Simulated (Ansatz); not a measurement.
Here is an Ansatz 0.2.0 calculation.

Contents of input.yaml:

```yaml
crystal:
  lattice:
    - [0.0, 2.211323, 2.211323]
    - [2.211323, 0.0, 2.211323]
    - [2.211323, 2.211323, 0.0]
  atoms:
    - { symbol: Ta, position: [0.5, 0.5, 0.5] }
    - { symbol: "N", position: [0.0, 0.0, 0.0] }
kpoints:
  mp_grid: { grid: [10, 10, 10] }
scf:
  occupations: { method: fermi_dirac, width: 0.05 }
hamiltonian:
  xc: pbesol
  pseudopotentials: { kind: all_electron, lapw: { basis_error: 0.001 } }
output:
  forces: true
  stress: true
relax:
  f_tol: 0.02
  max_steps: 60
  cell: {}
```

Potentials or basis: all-electron LAPW, scalar-relativistic.

Launch:

```console
$ ansatz run input.yaml --threads 1 --pin off --max-ram 3072MiB --backend cpu --events-out ev --progress --plain --runs-dir out
```

(1) Predict the space group after relaxing (to 0.05 Å).

(2) What does it give for the relaxed volume?

Results:

(1) Fm-3m (No. 225).

(2) 10.47 Å³/atom.
